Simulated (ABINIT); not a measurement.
C: single point with PBE

The system is C.

```
C
1.0
     0.00000    1.78337    1.78337
     1.78337    0.00000    1.78337
     1.78337    1.78337    0.00000
C
2
Direct
  0.75000 0.75000 0.75000
  0.50000 0.50000 0.50000
```

This isn't the form of C at room conditions, which is graphite.

```yaml
Program: ABINIT 10.8.3 (patched build)
Task: single point
Functional: PBE
Potentials_or_basis: PseudoDojo NC SR PBE v0.4.1 standard
Cutoff: 1116 eV
k_mesh: 10 × 10 × 10
Occupations: fermi-dirac, width 0.05 eV
Spin: no spin polarisation
```

| Property | Result |
| --- | --- |
| Pressure | 1.9 GPa |
| Band gap on the k mesh | 4.23 eV, indirect (least direct gap 5.62 eV) |
| All electrons inside the program's atomic spheres | C 4.67, 4.71 (radii [1.0584] Å) |

Levels at points of the mesh, in eV from the valence-band top:
```tsv
k point	band 1	band 2	band 3	band 4	band 5	band 6	band 7	band 8
(0.00, 0.00, 0.00)	-21.49	0.00	0.00	0.00	5.62	5.62	5.62	13.33
(0.50, 0.00, 0.00)	-15.71	-13.39	-2.81	-2.81	8.52	8.52	8.90	15.71
(0.50, 0.50, 0.00)	-12.78	-12.78	-6.32	-6.32	4.83	4.83	16.81	16.81
```

Wall time 6.1 s on 1 thread of Arm Neoverse V2, with other jobs on the host, peak memory 0.06 GiB.

A k mesh can miss the band edges.
